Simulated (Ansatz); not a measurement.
**Gallium, simple cubic under LDA: from relaxation to bulk modulus, part 1 of 2**

The plan for gallium in the simple cubic structure: relax it, solve it on a dense k-mesh, switch on spin-orbit coupling, then scale the cell to 7 volumes from 88 to 112 % of the relaxed one and try a fit of the equation of state. The k-meshes are 11×11×11 for the relaxation; 20×20×20 for the dense run; 12×12×12 for spin-orbit coupling; 13×13×13 for the volumes.

Computed with Ansatz 0.2.0 (DFT LDA (PW92), plane waves (420 eV) with PAW, scalar-relativistic; the PAW data stem from PBE, with regenerated cores, unless a step says otherwise).

## Step 1: The starting structure

It takes space group Pm-3m (No. 221, cubic). The conventional cell has a = 2.766 Å, b = 2.766 Å, c = 2.766 Å, α = 90.00°, β = 90.00°, γ = 90.00°. Ga (site symmetry m-3m) has 6 Ga at 2.77 Å as nearest neighbours.

As a file:

```
Ga
1.0
     2.76603    0.00000    0.00000
     0.00000    2.76603    0.00000
     0.00000    0.00000    2.76603
Ga
1
Direct
  0.00000 0.00000 0.00000
```

## Step 2: Relaxation of the cell

input.yaml

```yaml
crystal:
  lattice:
    - [2.7660252371, 0.0, 0.0]
    - [0.0, 2.7660252371, 0.0]
    - [0.0, 0.0, 2.7660252371]
  atoms:
    - { symbol: Ga, position: [0.0, 0.0, 0.0] }
hamiltonian:
  xc: lda
  pseudopotentials:
    kind: paw
    azcp:
      Ga: "pseudopotentials/Ga.paw.azcp"
basis:
  ecutwfc: 420
  fft_grid_basis: typed
kpoints:
  mp_grid: { grid: [11, 11, 11], shift: [0, 0, 0] }
magnetization:
  spin_polarized: false
scf:
  occupations: { method: fermi_dirac, width: 0.1 }
relax:
  max_steps: 60
  f_tol: 0.01
  cell: {}
```

Log:

```text
Warning: <dir> the record states the generating functional pbe (its physics header spells it `PBE`), which answers neither for hamiltonian.xc's functional nor for the lda family's — results may be inconsistent (PPs are generated against a specific XC)
Warning: RAYON_NUM_THREADS=2 ignored (pool sized by the plan → 2); use --threads N
Engine: ansatz 0.2.0, aarch64-unknown-linux-gnu
Pseudopotentials: kind: paw
Pseudopotential: Ga, paw, valence charge 13, recommended cutoff 420 eV (normal), <dir>
Functional definition: SPW92
  exchange = slater_x
  correlation = pw_c
Crystal: 1 atoms, lattice volume = 21.163 Å³
Basis set: ecut = 420 eV, 437 PW (Γ)
Bands: 11, of which v1, the nominal top of the filled ones, is band 7 counted from 1 (6 counted from 0)
Symmetry: 48 space group operations
Space group: Pm-3m (ITA 221), of the structure as read, at distance tolerance 2.8e-5 Å
k-points: 56 of 1331
Non-local potential: Ga, projectors of the file, l = 0: 2, l = 1: 2, l = 2: 3, l = 3: 1
PAW form: soft (Blöchl's): semilocal exchange-correlation on the pseudo side does not see the compensation charge
PAW frozen core: Ga, regenerated for the run's functional, and the local potential with it (the file was generated under x = pbe(κ = 0.804, μ = 0.2195149727645171), c = pbe(β = 0.06672455060314922))
PAW one-centre angular grid: Ga, 590 points (default); XC on 64 Gauss nodes
Initial density: superposition of atomic densities (neutral atoms: chi_scale 0, normalization atom), corrected by the library's trained network
Initial wavefunctions: pseudopotential atomic-orbital guess
Functional: x = slater, c = lda
SCF iter   1: F=—  HF=-3706.829958 eV  |F-HF|=—  |Δ(HF+E_count)|=         —  Δρ=5.28e-3  dr2=2.53e-3  ethr=1.77e-3  ⟨swp⟩=5.1  Hψ=3662  notcnv=0
preconditioner: auto → none  [metal: Δε(μ)=0.154 eV  Ē_g=21.219 eV  σ=0.100 eV  W_gap=0.34  n_scr=6 (ndim 8)  ℏωp=29.1 eV  f_vac=0.000  D(μ)=0.48/eV (n_scr^D=0)  sad-step TF]
SCF iter   2: F=—  HF=-3706.829183 eV  |F-HF|=—  |Δ(HF+E_count)|=   7.75e-4  Δρ=3.03e-3  dr2=1.03e-3  ethr=1.95e-5  ⟨swp⟩=1.0  Hψ=1069  notcnv=0
SCF iter   3: F=—  HF=-3706.828892 eV  |F-HF|=—  |Δ(HF+E_count)|=   2.90e-4  Δρ=3.79e-4  dr2=1.45e-5  ethr=7.92e-6  ⟨swp⟩=1.8  Hψ=665  notcnv=0
SCF iter   4: F=—  HF=-3706.828872 eV  |F-HF|=—  |Δ(HF+E_count)|=   2.06e-5  Δρ=2.69e-4  dr2=6.86e-6  ethr=1.11e-7  ⟨swp⟩=2.0  Hψ=968  notcnv=0
iter 5 did not close the SCF: its close was put off for the readings that it lacked (scf_convergence_deferred on its scf_iter line)
SCF iter   5: F=-3706.828868 eV  HF=-3706.828868 eV  |F-HF|=1.02e-8  |Δ(HF+E_count)|=   3.97e-6  Δρ=2.41e-5  dr2=6.77e-8  ethr=5.28e-8  ⟨swp⟩=2.0  Hψ=951  notcnv=0
SCF iter   6: F=-3706.828868 eV  HF=-3706.828868 eV  |F-HF|=8.11e-8  |Δ(HF+E_count)|=   4.38e-8  Δρ=2.13e-5  dr2=5.74e-8  ethr=5.21e-10  ⟨swp⟩=2.1  Hψ=2163  notcnv=0
SCF 1 converged in 6 iterations: F = -3706.828868 eV  dr2 = 5.74e-8
relax step   1: F+E_penalty+E_count = -3706.82886771 eV  Δ(F+E_penalty+E_count) = +0.000e0 eV  max|allowed force component| = 0.000e0 eV/Å  Δτ_max = 0.0000 Å  P = -6.380 GPa  Ω = 21.163 Å³  (6 SCF iters, dr2 threshold 1.00e-7 eV, accepted)
Crystal: 1 atoms, lattice volume = 18.519 Å³
Basis set: ecut = 420 eV, 365 PW (Γ)
Initial density: handed on by an earlier stage of this run
Initial wavefunctions: those handed on with the density
iter 1 solved again at ethr=2.57e-5 eV; its pass at ethr=3.10e-3 eV (dr2=3.34e-3 eV) is discarded
SCF iter   1: F=—  HF=-3706.900042 eV  |F-HF|=—  |Δ(HF+E_count)|=         —  Δρ=4.61e-3  dr2=3.38e-3  ethr=2.57e-5  ⟨swp⟩=1.1  Hψ=5077  notcnv=0
preconditioner: auto → none  [metal: Δε(μ)=0.167 eV  Ē_g=22.061 eV  σ=0.100 eV  W_gap=0.36  n_scr=6 (ndim 8)  ℏωp=31.1 eV  f_vac=0.000  D(μ)=0.51/eV (n_scr^D=0)]
SCF iter   2: F=—  HF=-3706.898808 eV  |F-HF|=—  |Δ(HF+E_count)|=   1.23e-3  Δρ=2.02e-3  dr2=2.63e-4  ethr=2.57e-5  ⟨swp⟩=2.0  Hψ=1198  notcnv=0
SCF iter   3: F=—  HF=-3706.898669 eV  |F-HF|=—  |Δ(HF+E_count)|=   1.40e-4  Δρ=8.63e-4  dr2=8.22e-5  ethr=2.03e-6  ⟨swp⟩=2.0  Hψ=1046  notcnv=0
SCF iter   4: F=—  HF=-3706.898661 eV  |F-HF|=—  |Δ(HF+E_count)|=   8.02e-6  Δρ=2.01e-4  dr2=2.57e-6  ethr=6.32e-7  ⟨swp⟩=2.6  Hψ=957  notcnv=0  defer=2
SCF iter   5: F=-3706.898662 eV  HF=-3706.898662 eV  |F-HF|=2.18e-9  |Δ(HF+E_count)|=   1.21e-6  Δρ=6.74e-6  dr2=3.54e-9  ethr=7.69e-10  ⟨swp⟩=3.1  Hψ=2182  notcnv=0
SCF 2 converged in 5 iterations: F = -3706.898662 eV  dr2 = 3.54e-9
relax step   2: F+E_penalty+E_count = -3706.89866207 eV  Δ(F+E_penalty+E_count) = -6.979e-2 eV  max|allowed force component| = 0.000e0 eV/Å  Δτ_max = 0.0000 Å  P = -1.360 GPa  Ω = 18.519 Å³  energy of the carried Pulay correction = +3.910e-4 eV  (5 SCF iters, dr2 threshold 1.00e-7 eV, accepted)
Crystal: 1 atoms, lattice volume = 17.914 Å³
iter 1 solved again at ethr=2.03e-6 eV; its pass at ethr=3.10e-3 eV (dr2=2.64e-4 eV) is discarded
SCF iter   1: F=—  HF=-3706.900534 eV  |F-HF|=—  |Δ(HF+E_count)|=         —  Δρ=1.33e-3  dr2=2.74e-4  ethr=2.03e-6  ⟨swp⟩=1.7  Hψ=4846  notcnv=0
preconditioner: auto → none  [metal: Δε(μ)=0.172 eV  Ē_g=22.403 eV  σ=0.100 eV  W_gap=0.36  n_scr=6 (ndim 8)  ℏωp=31.6 eV  f_vac=0.000  D(μ)=0.49/eV (n_scr^D=0)]
SCF iter   2: F=—  HF=-3706.900431 eV  |F-HF|=—  |Δ(HF+E_count)|=   1.04e-4  Δρ=5.26e-4  dr2=1.89e-5  ethr=2.03e-6  ⟨swp⟩=2.1  Hψ=937  notcnv=0
SCF iter   3: F=—  HF=-3706.900415 eV  |F-HF|=—  |Δ(HF+E_count)|=   1.56e-5  Δρ=2.32e-4  dr2=6.18e-6  ethr=1.45e-7  ⟨swp⟩=2.0  Hψ=896  notcnv=0
SCF iter   4: F=—  HF=-3706.900414 eV  |F-HF|=—  |Δ(HF+E_count)|=   9.34e-7  Δρ=6.04e-5  dr2=2.19e-7  ethr=4.75e-8  ⟨swp⟩=2.8  Hψ=979  notcnv=0
SCF iter   5: F=-3706.900414 eV  HF=-3706.900414 eV  |F-HF|=3.64e-12  |Δ(HF+E_count)|=   1.27e-7  Δρ=1.42e-6  dr2=1.30e-10  ethr=7.69e-10  ⟨swp⟩=3.8  Hψ=1734  notcnv=0
SCF 3 converged in 5 iterations: F = -3706.900414 eV  dr2 = 1.30e-10
relax step   3: F+E_penalty+E_count = -3706.90041417 eV  Δ(F+E_penalty+E_count) = -1.752e-3 eV  max|allowed force component| = 0.000e0 eV/Å  Δτ_max = 0.0000 Å  P = +0.555 GPa  Ω = 17.914 Å³  energy of the carried Pulay correction = +4.880e-4 eV  (5 SCF iters, dr2 threshold 1.00e-7 eV, accepted)
Crystal: 1 atoms, lattice volume = 18.085 Å³
iter 1 solved again at ethr=2.38e-7 eV; its pass at ethr=3.10e-3 eV (dr2=3.09e-5 eV) is discarded
SCF iter   1: F=—  HF=-3706.900673 eV  |F-HF|=—  |Δ(HF+E_count)|=         —  Δρ=3.91e-4  dr2=2.39e-5  ethr=2.38e-7  ⟨swp⟩=2.1  Hψ=4819  notcnv=0
preconditioner: auto → none  [metal: Δε(μ)=0.175 eV  Ē_g=22.369 eV  σ=0.100 eV  W_gap=0.37  n_scr=6 (ndim 8)  ℏωp=31.5 eV  f_vac=0.000  D(μ)=0.50/eV (n_scr^D=0)]
SCF iter   2: F=—  HF=-3706.900664 eV  |F-HF|=—  |Δ(HF+E_count)|=   9.07e-6  Δρ=1.49e-4  dr2=1.59e-6  ethr=1.84e-7  ⟨swp⟩=2.1  Hψ=928  notcnv=0
SCF iter   3: F=—  HF=-3706.900663 eV  |F-HF|=—  |Δ(HF+E_count)|=   1.05e-6  Δρ=6.61e-5  dr2=5.25e-7  ethr=1.22e-8  ⟨swp⟩=2.0  Hψ=895  notcnv=0
SCF iter   4: F=-3706.900663 eV  HF=-3706.900663 eV  |F-HF|=1.04e-8  |Δ(HF+E_count)|=   8.66e-8  Δρ=1.75e-5  dr2=1.88e-8  ethr=7.69e-10  ⟨swp⟩=2.6  Hψ=2263  notcnv=0
SCF 4 converged in 4 iterations: F = -3706.900663 eV  dr2 = 1.88e-8
relax step   4: F+E_penalty+E_count = -3706.90066300 eV  Δ(F+E_penalty+E_count) = -2.488e-4 eV  max|allowed force component| = 0.000e0 eV/Å  Δτ_max = 0.0000 Å  P = -0.031 GPa  Ω = 18.085 Å³  energy of the carried Pulay correction = +4.602e-4 eV  (4 SCF iters, dr2 threshold 1.00e-7 eV, accepted)
Initial wavefunctions: pseudopotential atomic-orbital guess (no wavefunctions were taken with the density)
iter 1 solved again at ethr=1.01e-7 eV; its pass at ethr=3.10e-3 eV (dr2=1.31e-5 eV) is discarded
SCF iter   1: F=—  HF=-3706.900253 eV  |F-HF|=—  |Δ(HF+E_count)|=         —  Δρ=1.55e-4  dr2=1.57e-6  ethr=1.01e-7  ⟨swp⟩=2.5  Hψ=5069  notcnv=0
preconditioner: auto → none  [metal: Δε(μ)=0.175 eV  Ē_g=22.360 eV  σ=0.100 eV  W_gap=0.37  n_scr=6 (ndim 8)  ℏωp=31.5 eV  f_vac=0.000  D(μ)=0.50/eV (n_scr^D=0)]
SCF iter   2: F=—  HF=-3706.900249 eV  |F-HF|=—  |Δ(HF+E_count)|=   3.86e-6  Δρ=1.38e-4  dr2=1.47e-6  ethr=1.21e-8  ⟨swp⟩=2.0  Hψ=896  notcnv=0
SCF iter   3: F=—  HF=-3706.900249 eV  |F-HF|=—  |Δ(HF+E_count)|=   9.70e-8  Δρ=2.48e-5  dr2=8.21e-8  ethr=1.13e-8  ⟨swp⟩=2.0  Hψ=949  notcnv=0
SCF iter   4: F=—  HF=-3706.900249 eV  |F-HF|=—  |Δ(HF+E_count)|=   2.06e-7  Δρ=3.66e-6  dr2=1.15e-9  ethr=6.31e-10  ⟨swp⟩=2.0  Hψ=975  notcnv=0
SCF iter   5: F=-3706.900249 eV  HF=-3706.900249 eV  |F-HF|=2.27e-12  |Δ(HF+E_count)|=  7.05e-11  Δρ=1.12e-7  dr2=8.70e-13  ethr=1.00e-12  ⟨swp⟩=3.7  Hψ=2652  notcnv=0
SCF 5 converged in 5 iterations: F = -3706.900249 eV  dr2 = 8.70e-13
relax step   5: F+E_penalty+E_count = -3706.90024928 eV  Δ(F+E_penalty+E_count) = +4.137e-4 eV  max|allowed force component| = 0.000e0 eV/Å  Δτ_max = 0.0000 Å  P = -0.036 GPa  Ω = 18.085 Å³  stress off target by 3.61e-2 GPa  SCF on the basis re-selected at this cell (its energy is not comparable with the rows above)  (5 SCF iters)
basis re-selected at this cell: Δ(F+E_penalty+E_count) = +4.137e-4 eV, ΔP = -0.005 GPa vs the last step (what re-selecting the basis moved, of the pressure what is left beyond the Pulay correction that the steps carried, after the strain that the cell walked since its last selection, with what the two solves' SCF thresholds leave and, on support functions, any second-order correction that the steps lacked; it is no measure of the basis error at this ecutwfc). The dense FFT grid was sized anew with the basis: this SCF ran on 18×18×18 points, the steps before it on 20×20×20, so part of this shift can come from that change (see relax.cell in the input reference). This SCF's stress stands 3.61e-2 GPa from its target on what of the cell is left free (relax.cell.stress_tol is 5.00e-2 GPa) and its largest allowed force component is 0.00e0 eV/Å (relax.f_tol is 1.00e-2 eV/Å): within both
SCF converged after 5 iterations
Free energy (F): -3706.900249 eV
Harris-Foulkes:  -3706.900249 eV  (|F-HF|=2.27e-12)
Internal energy: -3706.884057 eV  (E = F + TS)
E sigma→0 (E₀):  -3706.892153 eV
Entropy (-TS):   -0.016193 eV (-16.193 meV/atom)
Fermi energy:    9.677603 eV
--- Per-component energies (eV) ---
  E_band       = -36.975996
  E_kinetic    = 116.199798
  E_local      = -1799.250037  (includes V_loc(G=0)·N_el)
  E_nonlocal   = 423.819545
  E_hartree    = 844.754347
  E_xc         = -69.694532
  E_vxc        = -59.565300  (∫ρ·V_xc dr)
  E_paw        = -1909.192968  (= ΣΔE_a)
  E_vpaw       = -407.688608  (= ΣTr[D̂ρ^β])
  E_aug_tail   = -0.000114  (compensation charges beyond the density's cutoff)
  E_ewald      = -1315.248576
  E_core_change = 1.728480  (= ΣΔE_core)
  E_smearing   = -0.016193  (= −TS)
  E_closure    = 0.000000  (closes the sum)
  Σ components = -3706.900249   (vs F -3706.900249, Δ=0.00e0)
--- Forces (eV/Å), atoms counted from 1 ---
  atom   1  Ga     0.00000000    -0.00000000     0.00000000
  max |Σ_I F_I| component: 1.97e-31 eV/Å
--- Stress (GPa, compression-positive) ---
       -0.036138      -0.000000      -0.000000
       -0.000000      -0.036138       0.000000
       -0.000000       0.000000      -0.036138
  P = ⅓ Tr σ = -0.0361 GPa (-0.361 kbar)
--- Relaxed structure (4 steps of the walk, 4 accepted, 1 SCFs on fresh bases) ---
  F+E_penalty+E_count = -3706.90024928 eV   max|allowed force component| = 0.000e0 eV/Å   (the final SCF, on the basis selected at the relaxed cell)
  cell:  # Å, volume = 18.0849 Å³
    - [2.6248563502771773, 1.5407439555097883e-33, -1.0271626370065257e-33]
    - [-6.419766481290788e-34, 2.6248563502771773, 0.0]
    - [-5.1358131850326295e-34, 0.0, 2.6248563502771773]
  atoms:
    - { symbol: Ga, position: [0.0, 0.0, 0.0] }
```

Run time: 1.8 s. Hardware: 2 threads of an Arm CPU, shared host; peak memory 0.34 GiB.

The steps of the relaxation:

```csv
step,energy change (meV/atom),largest force (eV/Å),pressure (GPa),volume (Å³/atom)
1,0.00,0.0000,-6.38,21.163
2,-69.79,0.0000,-1.36,18.519
3,-71.55,0.0000,0.55,17.914
4,-71.80,0.0000,-0.03,18.085
5,-71.38,0.0000,-0.04,18.085
```

Steps that repeat a cell are solved on a basis chosen anew, so their changes of energy are no gain of the relaxation.

Changes in the cell that was computed:

|  | before | after | change |
| --- | --- | --- | --- |
| a (Å) | 2.766 | 2.625 | -5.1 % |
| b (Å) | 2.766 | 2.625 | -5.1 % |
| c (Å) | 2.766 | 2.625 | -5.1 % |
| volume (Å³/atom) | 21.163 | 18.085 | -14.5 % |
| shortest distance (Å) | 2.766 | 2.625 | -5.1 % |
| space group (spins left aside) | Pm-3m | Pm-3m | same |

## Step 3: Dense single point

input.yaml

```yaml
crystal:
  lattice:
    - [2.6248563503, 0.0, 0.0]
    - [0.0, 2.6248563503, 0.0]
    - [0.0, 0.0, 2.6248563503]
  atoms:
    - { symbol: Ga, position: [0.0, 0.0, 0.0] }
hamiltonian:
  xc: lda
  pseudopotentials:
    kind: paw
    azcp:
      Ga: "pseudopotentials/Ga.paw.azcp"
basis:
  ecutwfc: 420
  fft_grid_basis: typed
kpoints:
  mp_grid: { grid: [20, 20, 20], shift: [0, 0, 0] }
magnetization:
  spin_polarized: false
scf:
  occupations: { method: fermi_dirac, width: 0.1 }
```

Log, cut to the lines that bear on the results:

```text
Warning: <dir> the record states the generating functional pbe (its physics header spells it `PBE`), which answers neither for hamiltonian.xc's functional nor for the lda family's — results may be inconsistent (PPs are generated against a specific XC)
Warning: RAYON_NUM_THREADS=2 ignored (pool sized by the plan → 2); use --threads N
[...]
[... 3 set-up lines as earlier in the session ...]
[...]
Crystal: 1 atoms, lattice volume = 18.085 Å³
Basis set: ecut = 420 eV, 365 PW (Γ)
Bands: 11, of which v1, the nominal top of the filled ones, is band 7 counted from 1 (6 counted from 0)
[... 1 set-up line as earlier in the session ...]
Space group: Pm-3m (ITA 221), of the structure as read, at distance tolerance 2.6e-5 Å
k-points: 286 of 8000
[...]
SCF iter   1: F=—  HF=-3706.901229 eV  |F-HF|=—  |Δ(HF+E_count)|=         —  Δρ=5.80e-3  dr2=2.42e-3  ethr=1.77e-3  ⟨swp⟩=5.0  Hψ=18864  notcnv=0
[...]
SCF iter   6: F=-3706.900141 eV  HF=-3706.900141 eV  |F-HF|=7.00e-11  |Δ(HF+E_count)|=   7.72e-9  Δρ=3.55e-6  dr2=1.11e-9  ethr=7.69e-10  ⟨swp⟩=2.9  Hψ=7008  notcnv=0
[...]
SCF converged after 6 iterations
Free energy (F): -3706.900141 eV
[...]
E sigma→0 (E₀):  -3706.893523 eV
Entropy (-TS):   -0.013237 eV (-13.237 meV/atom)
Fermi energy:    9.649509 eV
[...]
```

It took 1.3 s on 2 threads of an Arm CPU, shared host; peak memory 0.37 GiB.

## Step 4: With spin-orbit coupling

input.yaml, as its differences from that of step 3:

```diff
@@ -10,3 +10,3 @@
   pseudopotentials:
-    kind: paw
+    kind: paw_fr
     azcp:
@@ -17,5 +17,6 @@
 kpoints:
-  mp_grid: { grid: [20, 20, 20], shift: [0, 0, 0] }
+  mp_grid: { grid: [12, 12, 12], shift: [0, 0, 0] }
 magnetization:
-  spin_polarized: false
+  noncollinear: true
+  spin_orbit: true
 scf:
```

Log, cut to the lines that bear on the results:

```text
Warning: <dir> the record states the generating functional pbe (its physics header spells it `PBE`), which answers neither for hamiltonian.xc's functional nor for the lda family's — results may be inconsistent (PPs are generated against a specific XC)
Warning: RAYON_NUM_THREADS=2 ignored (pool sized by the plan → 2); use --threads N
[...]
Pseudopotentials: kind: paw_fr
Pseudopotential: Ga, paw_fr, valence charge 13, recommended cutoff 420 eV (normal), <dir>
[... 1 set-up line as earlier in the session ...]
[...]
non-collinear run that drives no moment, with spin-orbit: no starting moment large enough to seed its density (crystal.atoms[].spin), no starting occupations that ask for one, no magnetisation constraint and no magnetic field, so the semilocal B_xc is pinned to zero
Crystal: 1 atoms, lattice volume = 18.085 Å³
Basis set: ecut = 420 eV, 365 PW (Γ)
Bands: 22, of which v1, the nominal top of the filled ones, is band 13 counted from 1 (12 counted from 0)
Symmetry: 48 space group operations + 48 with time reversal
Magnetic group: BNS 221.93 (UNI 1595), of the structure as read, at distance tolerance 2.6e-5 Å
k-points: 84 of 1728
Projection manifold: j_resolved (fully-relativistic pseudo-atomic orbitals)
[...]
SCF iter   1: F=—  HF=-3707.006102 eV  |F-HF|=—  |Δ(HF+E_count)|=         —  Δρ=2.23e-2  dr2=7.36e-2  dr2_m=0.00e0 (ungated)  ethr=3.10e-3  |M|=0.00e0 ∫|m|=0.00e0 μB  |m|>n=0.0e0 m-floor=0.0e0 τ_xc=0.0e0  β_m=0.30  ⟨swp⟩=6.9  Hψ=6027  notcnv=0  defer=26
[...]
SCF iter   7: F=-3706.972967 eV  HF=-3706.972967 eV  |F-HF|=5.50e-8  |Δ(HF+E_count)|=   1.22e-6  Δρ=2.08e-5  dr2=4.51e-8  dr2_m=0.00e0 (ungated)  ethr=7.69e-10  |M|=0.00e0 ∫|m|=0.00e0 μB  |m|>n=0.0e0 m-floor=0.0e0 τ_xc=0.0e0  ⟨swp⟩=1.8  Hψ=2692  notcnv=0
[...]
SCF converged after 7 iterations
Magnetization: |M| = 0.0000 μB,  M = (+0.0000, +0.0000, +0.0000) μB
Absolute magnetization: 0.0000 μB (∫|m|)
  site 0: m = (+0.0000, +0.0000, +0.0000) μB, |m| = 0.0000 μB  (R = 1.08 Å)
Free energy (F): -3706.972967 eV
[...]
E sigma→0 (E₀):  -3706.967035 eV
Entropy (-TS):   -0.011865 eV (-11.865 meV/atom)
Fermi energy:    9.592620 eV
[...]
```

Run time: 2.1 s. Hardware: 2 threads of an Arm CPU, shared host; peak memory 0.38 GiB.

With and without spin-orbit coupling:

```csv
,scalar-relativistic,with spin-orbit coupling
k-mesh,20×20×20,12×12×12
gap on the mesh,none (levels filled in part),none (levels filled in part)
```

The meshes differ, so small differences between the columns need not come from spin-orbit coupling.

## Step 5: Equation of state: 88 %

input.yaml

```yaml
crystal:
  lattice:
    - [2.5153577677, 0.0, 0.0]
    - [0.0, 2.5153577677, 0.0]
    - [0.0, 0.0, 2.5153577677]
  atoms:
    - { symbol: Ga, position: [0.0, 0.0, 0.0] }
hamiltonian:
  xc: lda
  pseudopotentials:
    kind: paw
    azcp:
      Ga: "pseudopotentials/Ga.paw.azcp"
basis:
  ecutwfc: 420
  fft_grid_basis: typed
kpoints:
  mp_grid: { grid: [13, 13, 13], shift: [0, 0, 0] }
magnetization:
  spin_polarized: false
scf:
  occupations: { method: fermi_dirac, width: 0.1 }
  lower_state_search: "off"
output:
  stress: true
```

Log, cut to the lines that bear on the results:

```text
Warning: <dir> the record states the generating functional pbe (its physics header spells it `PBE`), which answers neither for hamiltonian.xc's functional nor for the lda family's — results may be inconsistent (PPs are generated against a specific XC)
Warning: RAYON_NUM_THREADS=2 ignored (pool sized by the plan → 2); use --threads N
[...]
[... 3 set-up lines as earlier in the session ...]
[...]
Crystal: 1 atoms, lattice volume = 15.915 Å³
Basis set: ecut = 420 eV, 305 PW (Γ)
Bands: 11, of which v1, the nominal top of the filled ones, is band 7 counted from 1 (6 counted from 0)
[... 1 set-up line as earlier in the session ...]
Space group: Pm-3m (ITA 221), of the structure as read, at distance tolerance 2.5e-5 Å
k-points: 84 of 2197
[...]
SCF iter   1: F=—  HF=-3706.827940 eV  |F-HF|=—  |Δ(HF+E_count)|=         —  Δρ=5.41e-3  dr2=1.91e-3  ethr=1.77e-3  ⟨swp⟩=5.0  Hψ=5482  notcnv=0
[...]
SCF iter   6: F=-3706.826847 eV  HF=-3706.826847 eV  |F-HF|=1.48e-9  |Δ(HF+E_count)|=   9.30e-9  Δρ=4.67e-6  dr2=1.47e-9  ethr=7.69e-10  ⟨swp⟩=4.0  Hψ=2800  notcnv=0
[...]
SCF converged after 6 iterations
Free energy (F): -3706.826847 eV
[...]
E sigma→0 (E₀):  -3706.819765 eV
Entropy (-TS):   -0.014165 eV (-14.165 meV/atom)
Fermi energy:    11.472919 eV
[...]
--- Stress (GPa, compression-positive) ---
       11.119107       0.000000       0.000000
        0.000000      11.119107      -0.000000
        0.000000       0.000000      11.119107
  P = ⅓ Tr σ = 11.1191 GPa (111.191 kbar)
```

Run time: 0.53 s. Hardware: 2 threads of an Arm CPU, shared host; peak memory 0.32 GiB.

(Continued in part 2 of 2.)
